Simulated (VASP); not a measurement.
Wanted: the native input for a VASP 6.6.1 run.

```yaml
Task: single point
Functional: LDA
Potentials_or_basis: VASP PAW LDA potentials, release 64 (Mn_pv, Si)
Cutoff: 520 eV
k_mesh: 12 × 12 × 12
Occupations: gaussian, width 0.05 eV
Spin: collinear spin, typed start
Starting_moments: "[3.5, 3.5, 3.5, 0.0] μB"
Dipole_correction: no
Further_INCAR_settings: ALGO = Normal; EDIFF = 1e-07; NBANDS = 34
```

The structure of Mn3Si lies in POSCAR:

```
Mn3Si
1.0
    0.0000000000      2.8610000000      2.8610000000
    2.8610000000      0.0000000000      2.8610000000
    2.8610000000      2.8610000000      0.0000000000
Mn Si
3 1
Direct
    0.5000000000      0.5000000000      0.5000000000
    0.2500000000      0.2500000000      0.2500000000
    0.7500000000      0.7500000000      0.7500000000
    0.0000000000      0.0000000000      0.0000000000
```

These files were run (other wordings do the same):

INCAR

```
SYSTEM = Mn3Si
PREC = Accurate
ENCUT = 520
EDIFF = 1E-7
ISMEAR = 0
SIGMA = 0.05
LREAL = .False.
LASPH = .True.
NELM = 150
ALGO = Normal
ISIF = 2
LWAVE = .False.
LCHARG = .False.
ISPIN = 2
MAGMOM = 3.5 3.5 3.5 0
LORBIT = 11
LMAXMIX = 4
NBANDS = 34
```

KPOINTS

```
regular mesh
0
Gamma
  12 12 12
  0 0 0
```

Potentials or basis: VASP PAW LDA potentials, release 64 (Mn_pv, Si).

The run is started by

```bash
$ cat potpaw_LDA.64/Mn_pv/POTCAR potpaw_LDA.64/Si/POTCAR > POTCAR
$ mpirun -np 1 vasp_std > vasp.out
```

Results of the run:

```json
{"Pressure": "-23.8 GPa", "Band gap on the k mesh": "none (metal or under the smearing width)", "Net moment": "1.06 μB per cell", "Site moments": "Mn +2.32, -0.67; Si +0.04 μB", "Valence electrons inside the program's atomic spheres": "Mn 11.82, 11.92; Si 1.62"}
```

Caveat: so large a pressure means that the cell lies far from this level's equilibrium, or that cutoff or potentials fall short.

Run time: 3.5 min on 1 thread of Intel(R) Xeon(R) 6975P-C (Granite Rapids), on a shared host, peak memory 0.27 GiB.
